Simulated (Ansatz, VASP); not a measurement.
# Two plane-wave programs on Ba

File INCAR:

```
SYSTEM = Ba
  PREC = Accurate
  ENCUT = 520
  EDIFF = 1E-7
  ISMEAR = 0
  SIGMA = 0.1
  LREAL = .FALSE.
  LASPH = .TRUE.
  NELM = 100
  ALGO = Normal
  ISIF = 2
  LWAVE = .FALSE.
  LCHARG = .FALSE.
  GGA = PE
  NBANDS = 11
```

Contents of KPOINTS:

```
regular mesh
0
G
  12 12 8
  0 0 0
```

POSCAR

```
Ba
1.0
    2.0100528000     -3.3720160000      0.0000000000
    2.0100528000      3.3720160000      0.0000000000
    0.0000000000      0.0000000000      5.6972070000
Ba
1
Direct
    0.0000000000      0.0000000000      0.0000000000
```

Input for Ansatz:

```yaml
crystal:
  lattice:
    - [2.0100528, -3.372016, 0.0]
    - [2.0100528, 3.372016, 0.0]
    - [0.0, 0.0, 5.697207]
  atoms:
    - { symbol: Ba, position: [0.0, 0.0, 0.0] }
basis:
  ecutwfc: 420
kpoints:
  mp_grid: { grid: [12, 12, 8] }
hamiltonian:
  xc: pbe
scf:
  occupations: { method: gaussian, width: 0.1 }
output:
  forces: true
  stress: true
  eigenvalues: true
```

Alike in both runs: task single point; functional PBE; k mesh 12 × 12 × 8; occupations gaussian, width 0.1 eV; no spin polarisation.

|  | VASP | Ansatz |
| --- | --- | --- |
| version | VASP 6.6.1 | Ansatz 0.2.0 |
| potentials or method | VASP PAW PBE potentials, release 64 (Ba_sv) | scalar-relativistic, plane waves, PAW |
| plane-wave cutoff (eV) | 520 | 420 |
| valence electrons in the cell | 10 | 10 |

|  | VASP | Ansatz | Ansatz less VASP |
| --- | --- | --- | --- |
| gap on the k mesh at the Fermi level (eV) | none | none | - |
| pressure (GPa) | 1.0 | 1.0 | -0.06 |
| largest component of the traceless stress (GPa) | 3.49 | 3.41 | -0.077 |

A gap of «none» marks a metal or a gap that the smearing closes.

The runs have no spin-orbit coupling, so splittings on Ba are missing.
